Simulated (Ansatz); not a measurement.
**Te2Mo, a database entry at a rescaled volume**

```
CELL_PARAMETERS angstrom
6.28816 0.00000 0.00000
0.00000 3.44607 0.00000
-0.94053 0.00000 13.73623
ATOMIC_POSITIONS crystal
Te 0.55680 0.75000 0.35160
Te 0.44320 0.25000 0.64840
Te 0.58880 0.25000 0.10450
Te 0.41120 0.75000 0.89550
Te 0.09700 0.75000 0.14860
Te 0.90300 0.25000 0.85140
Mo 0.31810 0.75000 0.50660
Mo 0.68190 0.25000 0.49340
Te 0.05630 0.25000 0.39550
Te 0.94370 0.75000 0.60450
Mo 0.18330 0.25000 0.00740
Mo 0.81670 0.75000 0.99260
```

Level: r2SCAN, no spin polarisation; 500 eV; 4×7×2 Γ-centred mesh; methfessel-paxton occupations (width 0.1103 eV); Ansatz 0.2.0, fixed geometry.

Problem. Which atom feels the largest force, and which way?

Solution. The largest is on Mo7 (and as large on other atoms): 0.24 eV/Å, components (0.23, 0.00, 0.00). It makes 77° with the line to a nearest neighbour, Te2 at 2.68 Å.

Problem. Is it stable against the elements?

Solution. -0.27 eV an atom against the elements' usual phases (free molecules for gases, crystals otherwise, with no correction for O₂ or N₂), so it is bound against them; other compounds may still compete. Relaxing would lower it.

Problem. Which element gives electrons and which takes them?

Solution. Bader charges in e: Te -0.34 to -0.30, Mo +0.63. In the mean Mo gives up most and Te takes most, against the order of Pauling's electronegativities.

Problem. What happens at the Fermi level?

Solution. It is a metal, with about 2.5 states/eV a cell as the mean within 0.25 eV of the Fermi level, mostly Te p (50 %) and Mo d (45 %).

Problem. Describe some of the short contacts.

Solution. Te–Mo at 2.68 Å: least valence density 0.46 e/Å³ and ELF 0.41 there. Mo–Mo at 2.87 Å: least valence density 0.35 e/Å³ and ELF 0.44 there. Both are smooth PAW fields, read partly inside the augmentation spheres.

Origin: a database entry at a rescaled volume.
